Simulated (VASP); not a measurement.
Crystal: LiF (Griceite).

```
Li F
1.0
     0.00000    2.01400    2.01400
     2.01400    0.00000    2.01400
     2.01400    2.01400    0.00000
Li F
1 1
Direct
  0.00000 0.00000 0.00000
  0.50000 0.50000 0.50000
```

* Program: VASP 6.6.1
* Task: relaxation of cell and atoms
* Functional: r2SCAN
* Potentials or basis: VASP PAW PBE potentials, release 64 (Li_sv, F)
* Cutoff: 600 eV
* k mesh: 12 × 12 × 12
* Occupations: gaussian, width 0.03 eV
* Spin: no spin polarisation

At the start: pressure -3.2 GPa; volume 8.17 Å³/atom.

Task: How do energy, volume and symmetry change on relaxing?

Result: Over 4 steps the energy falls by 3.7 meV/atom and the volume is 7.84 Å³/atom (-4.0 %); space group Fm-3m (No. 225, to 0.05 Å).

Step by step:
| step | energy change (eV) | largest force (eV/Å) | pressure (GPa) | volume (Å³) |
| --- | --- | --- | --- | --- |
| 1 | 0.0000 | 0.0000 | -3.24 | 16.34 |
| 2 | -0.0060 | 0.0000 | -1.49 | 15.95 |
| 3 | -0.0072 | 0.0000 | -0.40 | 15.76 |
| 4 | -0.0073 | 0.0000 | 0.00 | 15.68 |

Final structure:
```
CELL_PARAMETERS angstrom
0.00000 1.98672 1.98672
1.98672 0.00000 1.98672
1.98672 1.98672 0.00000
ATOMIC_POSITIONS crystal
Li 0.00000 0.00000 0.00000
F 0.50000 0.50000 0.50000
```

Caveat: the cutoff is under 1.25 times the usual one of these potentials, so pressure, stress and relaxed cells hold a basis-set (Pulay) error; the PAW data sets were made with another functional, which shifts forces and pressure a little.
